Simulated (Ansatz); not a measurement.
# Iron, bcc under r²SCAN: testing the plane-wave cutoff

Aim: find which plane-wave cutoff is enough for energy and pressure. The geometry was relaxed under r²SCAN beforehand and stays fixed; 9 values are run, from 150 to 800 eV. Wanted are the values from which on the energy stays within 10 and 1 meV/atom, and the pressure within 0.5 GPa, of the last run. Within the series other settings stay, but some runs also write fields, which adds to their time. Spin polarisation is left out.

Computed with Ansatz 0.2.0 (DFT r²SCAN, plane waves with PAW, scalar-relativistic, unless a step says otherwise).

## (1) Starting point

The structure is cubic, space group Im-3m (No. 229). The conventional cell has a = 2.730 Å, b = 2.730 Å, c = 2.730 Å, α = 90.00°, β = 90.00°, γ = 90.00°. Fe (site symmetry m-3m) has 8 Fe at 2.36 Å as nearest neighbours.

As a file:

```cif
data_structure
_symmetry_space_group_name_H-M 'Im-3m'
_symmetry_Int_Tables_number 229
_cell_length_a 2.7300
_cell_length_b 2.7300
_cell_length_c 2.7300
_cell_angle_alpha 90.000
_cell_angle_beta 90.000
_cell_angle_gamma 90.000
_cell_volume 20.35
loop_
_atom_site_label
_atom_site_type_symbol
_atom_site_symmetry_multiplicity
_atom_site_Wyckoff_symbol
_atom_site_fract_x
_atom_site_fract_y
_atom_site_fract_z
_atom_site_occupancy
Fe1 Fe 2 a 0.00000 0.00000 0.00000 1
```

## (2) A run at the usual settings, for scale

Input file input.yaml:

```yaml
crystal:
  lattice:
    - [-1.3650158294, 1.3650158294, 1.3650158294]
    - [1.3650158294, -1.3650158294, 1.3650158294]
    - [1.3650158294, 1.3650158294, -1.3650158294]
  atoms:
    - { symbol: Fe, position: [0.0, 0.0, 0.0] }
hamiltonian:
  xc: r2scan
  pseudopotentials:
    kind: paw
    azcp:
      Fe: "pseudopotentials/Fe.paw.azcp"
basis:
  ecutwfc: 500
  fft_grid_basis: typed
kpoints:
  mp_grid: { grid: [26, 26, 26], shift: [0, 0, 0] }
magnetization:
  spin_polarized: false
scf:
  occupations: { method: fermi_dirac, width: 0.1 }
  lower_state_search: "off"
output:
  stress: true
```

Command:

```sh
ansatz run input.yaml --threads 2 --pin off --max-ram 5120MiB --backend cpu --events-out ev --progress --plain --runs-dir out
```

Output, cut to the lines that bear on the results:

```text
Warning: RAYON_NUM_THREADS=2 ignored (pool sized by the plan → 2); use --threads N
[...]
Pseudopotentials: kind: paw
Pseudopotential: Fe, paw, valence charge 16, recommended cutoff 500 eV (meta_gga), <dir>
Functional definition: r2SCAN
[...]
Crystal: 1 atoms, lattice volume = 10.174 Å³
Basis set: ecut = 500 eV, 249 PW (Γ), exchange–correlation on 72×72×72 points (64 copies of the dense FFT grid, shifted against one another)
Bands: 12, of which v1, the nominal top of the filled ones, is band 8 counted from 1 (7 counted from 0)
Symmetry: 48 space group operations
Space group: Im-3m (ITA 229), of the structure as read, at distance tolerance 2.2e-5 Å
k-points: 511 of 17576
[...]
SCF iter   1: F=-4484.870406 eV  HF=-4484.829595 eV  |F-HF|=4.08e-2  |Δ(HF+E_count)|=         —  Δρ=1.28e-2  dr2=6.35e-3  dr2_τ=4.50e-2  ethr=1.77e-3  ⟨swp⟩=5.0  Hψ=34424  notcnv=0
[...]
SCF iter   7: F=-4484.880927 eV  HF=-4484.880927 eV  |F-HF|=1.23e-8  |Δ(HF+E_count)|=   1.29e-7  Δρ=1.72e-5  dr2=1.78e-8  dr2_τ=4.18e-10  ethr=6.25e-10  ⟨swp⟩=3.2  Hψ=25450  notcnv=0
[...]
SCF converged after 7 iterations
Free energy (F): -4484.880927 eV
[...]
E sigma→0 (E₀):  -4484.835184 eV
Entropy (-TS):   -0.091485 eV (-91.485 meV/atom)
Fermi energy:    21.141080 eV
[...]
--- Stress (GPa, compression-positive) ---
        0.076979       0.000000       0.000000
        0.000000       0.076979       0.000000
       -0.000000      -0.000000       0.076979
  P = ⅓ Tr σ = 0.0770 GPa (0.770 kbar)
```

Wall time 3.9 s (2 threads of Arm Neoverse V2, shared host); peak memory 0.38 GiB.

## (3) With a cutoff of 150 eV

The run at 150 eV.

Edit input.yaml of step 2 so:

```diff
@@ -14,6 +14,6 @@
 basis:
-  ecutwfc: 500
+  ecutwfc: 150
   fft_grid_basis: typed
 kpoints:
-  mp_grid: { grid: [26, 26, 26], shift: [0, 0, 0] }
+  mp_grid: { grid: [16, 16, 16], shift: [0, 0, 0] }
 magnetization:
@@ -25 +25,5 @@
   stress: true
+  write_density: true
+  write_potential: true
+  elf: true
+  volumetric_format: npy
```

Command:

```sh
ansatz run input.yaml --threads 2 --pin off --max-ram 5120MiB --backend cpu --events-out ev --progress --plain --runs-dir out
```

Output, cut to the lines that bear on the results:

```text
Warning: basis.ecutwfc = 150 eV is below the records' recommended 500 eV, and the density's cutoff is lower with it unless basis.ecutrho_ratio is high enough to keep the records' density cutoff: compare with a run at a higher cutoff
Warning: RAYON_NUM_THREADS=2 ignored (pool sized by the plan → 2); use --threads N
[...]
Pseudopotentials: kind: paw
Pseudopotential: Fe, paw, valence charge 16, recommended cutoff 500 eV (meta_gga), <dir>
Functional definition: r2SCAN
[...]
Crystal: 1 atoms, lattice volume = 10.174 Å³
Basis set: ecut = 150 eV, 43 PW (Γ), exchange–correlation on 40×40×40 points (64 copies of the dense FFT grid, shifted against one another)
Bands: 12, of which v1, the nominal top of the filled ones, is band 8 counted from 1 (7 counted from 0)
Symmetry: 48 space group operations
Space group: Im-3m (ITA 229), of the structure as read, at distance tolerance 2.2e-5 Å
k-points: 145 of 4096
[...]
SCF iter   1: F=-4383.284448 eV  HF=-4421.561782 eV  |F-HF|=3.83e1  |Δ(HF+E_count)|=         —  Δρ=8.13e-1  dr2=3.10e1  dr2_τ=2.09e0  ethr=1.77e-3  ⟨swp⟩=1.0  Hψ=6163  notcnv=0
[...]
SCF iter   8: F=-4405.907808 eV  HF=-4405.907808 eV  |F-HF|=3.02e-9  |Δ(HF+E_count)|=   4.48e-7  Δρ=7.85e-6  dr2=4.35e-9  dr2_τ=2.84e-10  ethr=6.25e-10  ⟨swp⟩=4.4  Hψ=8245  notcnv=0
the search or the solves at the SCF's close seem to have found levels that the self-consistency loop had missed (the run counts 2). By its estimate they hold under 1e-12 electrons; where the run keeps them, the occupations were computed again with them
[...]
SCF converged after 8 iterations
Free energy (F): -4405.907808 eV
[...]
E sigma→0 (E₀):  -4405.897013 eV
Entropy (-TS):   -0.021591 eV (-21.591 meV/atom)
Fermi energy:    23.305101 eV
[...]
--- Stress (GPa, compression-positive) ---
      258.409720       0.000000      -0.000000
        0.000000     258.409720      -0.000000
        0.000000      -0.000000     258.409720
  P = ⅓ Tr σ = 258.4097 GPa (2584.097 kbar)
--- Band table (eV; the first three rows and the last of 145) ---
  k-point 0: bands = ["-78.4863", "-40.1904", "-40.1904", "-40.1904", "12.5671", "18.9056", "18.9056", "18.9056", "22.8577", "22.8577", "48.3680", "48.3680"]
[...]
```

Wall time 0.75 s (2 threads of Arm Neoverse V2, shared host); peak memory 0.25 GiB.

## (4) With a cutoff of 200 eV

The run at 200 eV.

Edit input.yaml of step 3 so:

```diff
@@ -14,3 +14,3 @@
 basis:
-  ecutwfc: 150
+  ecutwfc: 200
   fft_grid_basis: typed
@@ -25,5 +25 @@
   stress: true
-  write_density: true
-  write_potential: true
-  elf: true
-  volumetric_format: npy
```

Command:

```sh
ansatz run input.yaml --threads 2 --pin off --max-ram 5120MiB --backend cpu --events-out ev --progress --plain --runs-dir out
```

Output, cut to the lines that bear on the results:

```text
Warning: basis.ecutwfc = 200 eV is below the records' recommended 500 eV, and the density's cutoff is lower with it unless basis.ecutrho_ratio is high enough to keep the records' density cutoff: compare with a run at a higher cutoff
Warning: RAYON_NUM_THREADS=2 ignored (pool sized by the plan → 2); use --threads N
[...]
Pseudopotentials: kind: paw
Pseudopotential: Fe, paw, valence charge 16, recommended cutoff 500 eV (meta_gga), <dir>
Functional definition: r2SCAN
[...]
Crystal: 1 atoms, lattice volume = 10.174 Å³
Basis set: ecut = 200 eV, 55 PW (Γ), exchange–correlation on 48×48×48 points (64 copies of the dense FFT grid, shifted against one another)
Bands: 12, of which v1, the nominal top of the filled ones, is band 8 counted from 1 (7 counted from 0)
Symmetry: 48 space group operations
Space group: Im-3m (ITA 229), of the structure as read, at distance tolerance 2.2e-5 Å
k-points: 145 of 4096
[...]
SCF iter   1: F=-4465.919797 eV  HF=-4470.232114 eV  |F-HF|=4.31e0  |Δ(HF+E_count)|=         —  Δρ=2.33e-1  dr2=2.07e0  dr2_τ=5.32e-1  ethr=1.77e-3  ⟨swp⟩=3.8  Hψ=8488  notcnv=0
[...]
SCF iter   7: F=-4468.842674 eV  HF=-4468.842674 eV  |F-HF|=3.07e-10  |Δ(HF+E_count)|=   1.14e-6  Δρ=1.26e-5  dr2=5.85e-9  dr2_τ=9.29e-10  ethr=6.25e-10  ⟨swp⟩=2.6  Hψ=6058  notcnv=0
[...]
SCF converged after 7 iterations
Free energy (F): -4468.842674 eV
[...]
E sigma→0 (E₀):  -4468.780580 eV
Entropy (-TS):   -0.124188 eV (-124.188 meV/atom)
Fermi energy:    20.559594 eV
[...]
--- Stress (GPa, compression-positive) ---
      -87.548472       0.000000      -0.000000
       -0.000000     -87.548472       0.000000
       -0.000000       0.000000     -87.548472
  P = ⅓ Tr σ = -87.5485 GPa (-875.485 kbar)
```

Wall time 0.72 s (2 threads of Arm Neoverse V2, shared host); peak memory 0.25 GiB.

## (5) With a cutoff of 250 eV

The run at 250 eV.

Edit input.yaml of step 4 so:

```diff
@@ -14,3 +14,3 @@
 basis:
-  ecutwfc: 200
+  ecutwfc: 250
   fft_grid_basis: typed
@@ -25 +25,5 @@
   stress: true
+  write_density: true
+  write_potential: true
+  elf: true
+  volumetric_format: npy
```

Command:

```sh
ansatz run input.yaml --threads 2 --pin off --max-ram 5120MiB --backend cpu --events-out ev --progress --plain --runs-dir out
```

Output, cut to the lines that bear on the results:

```text
Warning: basis.ecutwfc = 250 eV is below the records' recommended 500 eV, and the density's cutoff is lower with it unless basis.ecutrho_ratio is high enough to keep the records' density cutoff: compare with a run at a higher cutoff
Warning: RAYON_NUM_THREADS=2 ignored (pool sized by the plan → 2); use --threads N
[...]
Pseudopotentials: kind: paw
Pseudopotential: Fe, paw, valence charge 16, recommended cutoff 500 eV (meta_gga), <dir>
Functional definition: r2SCAN
[...]
Crystal: 1 atoms, lattice volume = 10.174 Å³
Basis set: ecut = 250 eV, 87 PW (Γ), exchange–correlation on 60×60×60 points (64 copies of the dense FFT grid, shifted against one another)
Bands: 12, of which v1, the nominal top of the filled ones, is band 8 counted from 1 (7 counted from 0)
Symmetry: 48 space group operations
Space group: Im-3m (ITA 229), of the structure as read, at distance tolerance 2.2e-5 Å
k-points: 145 of 4096
[...]
SCF iter   1: F=-4481.633280 eV  HF=-4482.015659 eV  |F-HF|=3.82e-1  |Δ(HF+E_count)|=         —  Δρ=5.50e-2  dr2=8.67e-2  dr2_τ=1.38e-1  ethr=1.77e-3  ⟨swp⟩=4.3  Hψ=9095  notcnv=0
[...]
SCF iter   8: F=-4481.930180 eV  HF=-4481.930180 eV  |F-HF|=5.46e-12  |Δ(HF+E_count)|=   1.16e-8  Δρ=3.74e-7  dr2=2.35e-12  dr2_τ=4.60e-13  ethr=1.39e-10  ⟨swp⟩=3.9  Hψ=8368  notcnv=0
[...]
SCF converged after 8 iterations
Free energy (F): -4481.930180 eV
[...]
E sigma→0 (E₀):  -4481.883800 eV
Entropy (-TS):   -0.092760 eV (-92.760 meV/atom)
Fermi energy:    20.863153 eV
[...]
--- Stress (GPa, compression-positive) ---
       11.267860       0.000000      -0.000000
        0.000000      11.267860       0.000000
        0.000000       0.000000      11.267860
  P = ⅓ Tr σ = 11.2679 GPa (112.679 kbar)
--- Band table (eV; the first three rows and the last of 145) ---
  k-point 0: bands = ["-70.1452", "-34.3618", "-34.3618", "-34.3618", "11.4057", "19.1035", "19.1035", "19.1035", "20.8269", "20.8269", "47.2031", "47.2031"]
[...]
```

Wall time 1.1 s (2 threads of Arm Neoverse V2, shared host); peak memory 0.27 GiB.

## (6) With a cutoff of 300 eV

The run at 300 eV.

Edit input.yaml of step 5 so:

```diff
@@ -14,3 +14,3 @@
 basis:
-  ecutwfc: 250
+  ecutwfc: 300
   fft_grid_basis: typed
```

Command:

```sh
ansatz run input.yaml --threads 2 --pin off --max-ram 5120MiB --backend cpu --events-out ev --progress --plain --runs-dir out
```

Output, cut to the lines that bear on the results:

```text
Warning: basis.ecutwfc = 300 eV is below the records' recommended 500 eV, and the density's cutoff is lower with it unless basis.ecutrho_ratio is high enough to keep the records' density cutoff: compare with a run at a higher cutoff
Warning: RAYON_NUM_THREADS=2 ignored (pool sized by the plan → 2); use --threads N
[...]
Pseudopotentials: kind: paw
Pseudopotential: Fe, paw, valence charge 16, recommended cutoff 500 eV (meta_gga), <dir>
Functional definition: r2SCAN
[...]
Crystal: 1 atoms, lattice volume = 10.174 Å³
Basis set: ecut = 300 eV, 135 PW (Γ), exchange–correlation on 60×60×60 points (64 copies of the dense FFT grid, shifted against one another)
Bands: 12, of which v1, the nominal top of the filled ones, is band 8 counted from 1 (7 counted from 0)
Symmetry: 48 space group operations
Space group: Im-3m (ITA 229), of the structure as read, at distance tolerance 2.2e-5 Å
k-points: 145 of 4096
[...]
SCF iter   1: F=-4484.447293 eV  HF=-4484.442948 eV  |F-HF|=4.35e-3  |Δ(HF+E_count)|=         —  Δρ=1.43e-2  dr2=5.13e-3  dr2_τ=5.79e-2  ethr=1.77e-3  ⟨swp⟩=4.6  Hψ=9143  notcnv=0
[...]
SCF iter   7: F=-4484.482393 eV  HF=-4484.482393 eV  |F-HF|=1.21e-8  |Δ(HF+E_count)|=   3.17e-7  Δρ=1.75e-5  dr2=1.66e-8  dr2_τ=1.34e-9  ethr=6.25e-10  ⟨swp⟩=5.3  Hψ=10081  notcnv=0
[...]
SCF converged after 7 iterations
Free energy (F): -4484.482393 eV
[...]
E sigma→0 (E₀):  -4484.435083 eV
Entropy (-TS):   -0.094619 eV (-94.619 meV/atom)
Fermi energy:    21.067452 eV
[...]
--- Stress (GPa, compression-positive) ---
        5.896443       0.000000       0.000000
        0.000000       5.896443       0.000000
       -0.000000       0.000000       5.896443
  P = ⅓ Tr σ = 5.8964 GPa (58.964 kbar)
--- Band table (eV; the first three rows and the last of 145) ---
  k-point 0: bands = ["-69.6190", "-33.9278", "-33.9278", "-33.9278", "11.3956", "19.0216", "19.0216", "19.0216", "21.0494", "21.0494", "47.2293", "47.2293"]
[...]
```

It took 1.1 s on 2 threads of Arm Neoverse V2, shared host; peak memory 0.27 GiB.

[end of part 1 of 2]
